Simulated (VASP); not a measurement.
**VASP inputs for BN**

INCAR, step 1 (ground state)

```
ISMEAR = 0
NELM = 120
LCHARG = .FALSE.
LASPH = .TRUE.
GGA = PE
EDIFF = 1E-7
SIGMA = 0.01
LREAL = .FALSE.
LWAVE = .TRUE.
PREC = Accurate
ENCUT = 500
```

INCAR, step 2 (empty bands)

```
LCHARG = .FALSE.
ALGO = Exact
PREC = Accurate
LASPH = .TRUE.
ISTART = 1
SIGMA = 0.01
GGA = PE
ENCUT = 500
EDIFF = 1E-7
LOPTICS = .TRUE.
NELM = 1
LREAL = .FALSE.
ISMEAR = 0
NBANDS = 39
LWAVE = .TRUE.
```

INCAR, step 3 (GW)

```
SIGMA = 0.01
ENCUT = 500
GGA = PE
ISTART = 1
EDIFF = 1E-7
PREC = Accurate
NELM = 120
ISMEAR = 0
NBANDS = 39
ENCUTGW = 120
NELMGW = 1
ALGO = EVGW0
NBANDSGW = 12
LWAVE = .FALSE.
LASPH = .TRUE.
LREAL = .FALSE.
PRECFOCK = Fast
ENCUTGWSOFT = 120
NOMEGA = 64
LCHARG = .FALSE.
```

KPOINTS

```
KPOINTS created by Atomic Simulation Environment
0
Gamma
6 6 6
0 0 0
```

POSCAR

```
B  N
 1.0000000000000000
     0.0000000000000000    1.8075000000000001    1.8075000000000001
     1.8075000000000001    0.0000000000000000    1.8075000000000001
     1.8075000000000001    1.8075000000000001    0.0000000000000000
 B   N
   1   1
Cartesian
  0.0000000000000000  0.0000000000000000  0.0000000000000000
  0.9037500000000001  0.9037500000000001  0.9037500000000001
```

VASP ran with the GW set of PAW datasets (8 valence electrons in the cell).

Q: Predict the results.

A: PBE gap on the mesh 4.46 eV; G₀W₀ gap on the mesh 5.89 eV.
